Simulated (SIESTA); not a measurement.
AlN:

```
Al N
1.0
     3.11300    0.00000    0.00000
    -1.55650    2.69594    0.00000
     0.00000    0.00000    4.98100
Al N
2 2
Direct
  0.66667 0.33333 0.50000
  0.33333 0.66667 0.00000
  0.66667 0.33333 0.88000
  0.33333 0.66667 0.38000
```

Base run:

| Quantity | Value |
| --- | --- |
| Program | SIESTA 5.4.2 |
| Functional | PBE |
| Potentials or basis | PseudoDojo 0.4 standard (PBE files) |
| Basis | SZ (energy shift 0.003 Ry) |
| Grid cutoff | 800 Ry |
| Energy shift | 0.003 Ry |
| k mesh | 10 × 10 × 6 |
| Occupations | fermi-dirac, width 0.05 eV |
| Spin | no spin polarisation |

Its results: band gap on the k mesh 3.97 eV, direct; pressure 21.9 GPa; largest force 0.039 eV/Å.

Question: The run is repeated on the same cell with these changes: basis from SZ (energy shift 0.003 Ry) to TZDP (energy shift 0.003 Ry). What comes out?

Answer: Band gap on the k mesh 4.39 eV, direct; pressure 4.9 GPa; largest force 0.141 eV/Å.

Caveats: the basis of atomic orbitals isn't converged, which shifts pressures, moduli and gaps; the basis has no polarisation orbitals (some runs); so large a pressure means that the cell lies far from this level's equilibrium, or that cutoff or potentials fall short (some runs).
